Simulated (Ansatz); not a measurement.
Runs of Ansatz 0.2.0 on Ru. It takes space group Fm-3m (No. 225, cubic). The conventional cell has a = 3.830 Å, b = 3.830 Å, c = 3.830 Å, α = 90.00°, β = 90.00°, γ = 90.00°. Ru (site symmetry m-3m) is surrounded by 12 Ru at 2.71 Å. This isn't the form of Ru at room conditions, which is hcp.

```tsv
task	level	potentials or basis	spin	U	cell	k mesh	cutoff (eV)	smearing	start of the occupations	double counting	hubbard projectors	scf mixing algorithm	scf mixing beta	basis error allowed	other keys	mesh quality	gap on the mesh (eV)	pressure (GPa)
single point	PBE	all-electron LAPW, scalar-relativistic	off	-	as given	7 × 7 × 7	249	fermi-dirac 0.04 eV	-	-	-	-	-	0.002 eV/atom	-	coarse	none	-3.5
band structure	RPBE+D4+U	all-electron LAPW, inner shells corrected to Dirac's equation	off	Ru d U = 6 eV	cell strained at random at fixed volume	12 × 12 × 12	273	gaussian 0.05 eV	auto	fll	atomic	-	-	0.001 eV/atom	-	not flagged	-	-26.4
electron localisation function	revPBE	all-electron PAW datasets made for the crystal	off	-	as given	12 × 12 × 12	300	gaussian 0.025 eV	-	-	-	broyden	0.05	-	scf.mixing.algorithm = broyden; scf.mixing.beta = 0.05; …	not flagged	none	(a)
optical spectrum	PBE+D3(BJ)	all-electron LAPW, scalar-relativistic	off	-	as given	12 × 12 × 12	268	tetrahedron	-	-	-	-	-	0.001 eV/atom	-	not flagged	none	-
```

Problem. Fill in the values left out.

Solution. (a) -1.8.

Caveats: some runs use coarse meshes; pairwise dispersion overbinds metals, which lowers pressure and volume (some runs); U is the effective U less J, on atomic orbitals that reach past the spheres (some runs); U without spin polarisation on a metal has little footing (some runs); the U is typed as a test and isn't derived for this compound (some runs); local fields are left out (some runs); spectra need much finer meshes, so this one isn't converged (some runs); independent-particle spectra lack excitons (some runs).

A k mesh can miss the band edges, and the runs leave out spin-orbit coupling on Ru.

A gap of «none» marks a metal or a gap under the smearing width.

The runs don't all hold the same shells in valence.
